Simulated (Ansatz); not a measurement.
Runs of Ansatz 0.2.0 on TiC. Symmetry: Fm-3m, No. 225, cubic system. The conventional cell has a = 4.331 Å, b = 4.331 Å, c = 4.331 Å, α = 90.00°, β = 90.00°, γ = 90.00°. Ti (site symmetry m-3m) has 6 C at 2.17 Å as nearest neighbours. C (site symmetry m-3m) is surrounded by 6 Ti at 2.17 Å. The cell is a database's computed one.

```csv
task,level,potentials or basis,cell,k mesh,cutoff (eV),smearing,basis error allowed,mesh quality,gap on the mesh (eV),pressure (GPa),relaxed volume (Å³/atom)
single point,PBE,"all-electron LAPW, scalar-relativistic",as given,6 × 6 × 6,288,fermi-dirac 0.06 eV,0.002 eV/atom,coarse,none,0.3,-
single point,PBEsol,"all-electron LAPW, scalar-relativistic",as given,11 × 11 × 11,312,fermi-dirac 0.05 eV,0.001 eV/atom,not flagged,none,-6.7,-
single point,PBE,"all-electron LAPW, scalar-relativistic",as given,11 × 11 × 11,313,gaussian 0.02 eV,0.001 eV/atom,not flagged,none,0.2,-
relaxation of cell and atoms,revPBE+D4,"all-electron LAPW, scalar-relativistic",relaxed,11 × 11 × 11,-,fermi-dirac 0.05 eV,0.001 eV/atom,not flagged,-,0.0,9.90
single point,PBE,"all-electron LAPW, scalar-relativistic",as given,11 × 11 × 11,313,gaussian 0.028 eV,0.001 eV/atom,not flagged,none,0.2,-
relaxation of cell and atoms,BLYP+D3(BJ),"all-electron LAPW, scalar-relativistic",relaxed,11 × 11 × 11,-,fermi-dirac 0.05 eV,0.001 eV/atom,not flagged,-,0.0,9.83
single point,PBE,"all-electron LAPW, scalar-relativistic",as given,11 × 11 × 11,313,gaussian 0.022 eV,0.001 eV/atom,not flagged,none,0.2,-
single point,PBEsol,all-electron PAW datasets made for the crystal,as given,8 × 8 × 8,340,fermi-dirac 0.05 eV,-,coarse,none,-6.7,-
relaxation of cell and atoms,revPBE+D3(BJ),"all-electron LAPW, scalar-relativistic",relaxed,11 × 11 × 11,-,fermi-dirac 0.05 eV,0.001 eV/atom,not flagged,-,0.0,(b)
single point,PBE,"all-electron LAPW, scalar-relativistic",as given,11 × 11 × 11,313,gaussian 0.012 eV,0.001 eV/atom,not flagged,none,0.2,-
single point,PBE0,all-electron PAW datasets made for the crystal,as given,8 × 8 × 8,380,fermi-dirac 0.05 eV,-,coarse,none,-,-
relaxation of cell and atoms,RPBE+D3(BJ),"all-electron LAPW, scalar-relativistic",relaxed,11 × 11 × 11,-,fermi-dirac 0.05 eV,0.001 eV/atom,not flagged,-,0.0,(a)
```

Alike in all rows: no spin polarisation.

Problem. Fill in the values left out.

Solution. (a) 8.88; (b) 9.73.

Caveats: some runs use coarse meshes; the k mesh is thin for a metal, which can move the energy by tens of meV per atom (some runs).

A k mesh can miss the band edges.

A gap of «none» marks a metal or a gap under the smearing width.

Not every run made on this cell is shown here.
